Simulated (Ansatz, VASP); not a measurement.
# One calculation of GaN, two programs

POSCAR

```
GaN
1.0
    3.1831493621      0.0000000000      0.0000000000
   -1.5915746810      2.7566882117      0.0000000000
    0.0000000000      0.0000000000      5.3391338837
Ga N
2 2
Direct
    0.3333333333      0.6666666667      0.0010174803
    0.6666666667      0.3333333333      0.5010174803
    0.3333333333      0.6666666667      0.3739825197
    0.6666666667      0.3333333333      0.8739825197
```

INCAR.step1

```
SYSTEM = GaN
ALGO = Normal
EDIFF = 1E-4
ENCUT = 520
GGA = PE
ISMEAR = 0
LASPH = .True.
LCHARG = .False.
LREAL = .False.
LWAVE = .True.
NBANDS = 26
NELM = 80
PREC = Accurate
SIGMA = 0.01
```

Contents of INCAR.step2:

```
SYSTEM = GaN
ALGO = Normal
EDIFF = 1E-6
ENCUT = 520
ISIF = 2
ISMEAR = 0
ISTART = 1
LASPH = .True.
LCHARG = .False.
LMIXTAU = .True.
LREAL = .False.
LWAVE = .False.
METAGGA = R2SCAN
NBANDS = 26
NELM = 80
PREC = Accurate
SIGMA = 0.01
```

KPOINTS

```
k-points
0
Gamma
  12 12 6
  0 0 0
```

Input for Ansatz:

```yaml
crystal:
  lattice:
    - [3.1831493621, 0.0, 0.0]
    - [-1.591574681, 2.7566882117, 0.0]
    - [0.0, 0.0, 5.3391338837]
  atoms:
    - { symbol: Ga, position: [0.3333333333, 0.6666666667, 0.0010174803] }
    - { symbol: Ga, position: [0.6666666667, 0.3333333333, 0.5010174803] }
    - { symbol: "N", position: [0.3333333333, 0.6666666667, 0.3739825197] }
    - { symbol: "N", position: [0.6666666667, 0.3333333333, 0.8739825197] }
kpoints:
  mp_grid: { grid: [12, 12, 6] }
  band_path:
    path:
      - [0.0, 0.0, 0.0]
      - [0.5, 0.0, 0.0]
      - [0.3333333333, 0.3333333333, 0.0]
      - [0.0, 0.0, 0.5]
      - [0.5, 0.0, 0.5]
      - [0.3333333333, 0.3333333333, 0.5]
    npoints: 1
hamiltonian:
  xc: r2scan
scf:
  occupations: { method: fixed }
  n_extra_bands: 5
output:
  forces: true
  stress: true
  eigenvalues: true
```

Change from the starting cell: uniaxial_z strain +3.0%.

Alike in both runs: task single point; functional r2SCAN; k mesh 12 × 12 × 6; no spin polarisation.

|  | VASP | Ansatz |
| --- | --- | --- |
| version | VASP 6.6.1 | Ansatz 0.2.0 |
| potentials or method | VASP PAW PBE potentials, release 64 (Ga_d, N) | plane waves, PAW |
| plane-wave cutoff (eV) | 520 | 500 |
| occupations | gaussian, width 0.01 eV | fixed |
| valence electrons in the cell | 36 | 36 |

Ansatz gave:

```
gap on the k mesh at the Fermi level (eV)       : 2.02
pressure (GPa)                                  : -5.4
largest component of the traceless stress (GPa) : 5.99
rms of the force components (eV/Å)              : 0.000
```

Problem. What did VASP give for the same quantities?

Solution. gap on the k mesh at the Fermi level (eV): 2.01; pressure (GPa): -4.4; largest component of the traceless stress (GPa): 6.13; rms of the force components (eV/Å): 0.007.

Atom by atom the forces differ by 0.007 eV/Å (rms over components).

Caveats: the PAW data sets were made with another functional, which shifts forces and pressure a little (VASP).
